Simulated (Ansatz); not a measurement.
## From formation energies to a reaction energy: Al2P3

All numbers below come from Ansatz, DFT PBE, scalar-relativistic, plane waves, PAW. All cells share a 420 eV cutoff and Γ-centred k meshes spaced at most about 0.3 Å⁻¹ (about 0.25 or finer for metals, 2π included). No spin polarisation.

Formation energies are uncorrected and refer to the elements' standard structures at the same level. The references include black phosphorus.

These are static total energies at zero pressure. In Al2P3 P4/mmm an odd number of electrons in the primitive cell allows no gap without spin; a larger cell or a magnetic state could open one. The reference form of P is held partly by dispersion forces, which this level lacks.

A trial structure of Al2P3 (reached from: random cell; relaxed: space group P4/mmm (No. 123), a = 3.356 Å, c = 7.390 Å) has a formation energy of 0.069 eV/atom. It holds P–P chains (shortest 2.37 Å). At its composition the lowest mixture among the elements and 1 reference phase computed alike (others may be missing) consists of these:

```json
{"phase": "P (solid)", "source": "element", "ΔE_f (eV/atom)": "-0.001"}
{"phase": "AlP (F-43m)", "source": "Materials Project", "ΔE_f (eV/atom)": "-0.633"}
```

The lowest database cell of P (-0.001) lies slightly below the reference, hence the non-zero entry.

Question: Write the balanced decomposition and find its energy per atom, per formula unit and per mole of formula units.

Answer: Balancing Al and P gives Al2P3 → P + 2 AlP. The left side holds 5 atoms, and the products take 1/5 (P) and 4/5 (AlP) of them. The mixture therefore lies at 1/5 × (-0.001) + 4/5 × (-0.633) = -0.507 eV/atom. The reaction energy is -0.507 − (0.069) = -0.576 eV/atom. Times 5 atoms that is -2.880 eV per Al2P3, and times 96.485 it is -278 kJ per mole of Al2P3. Decomposition is downhill, so the trial structure is unstable against this mixture.
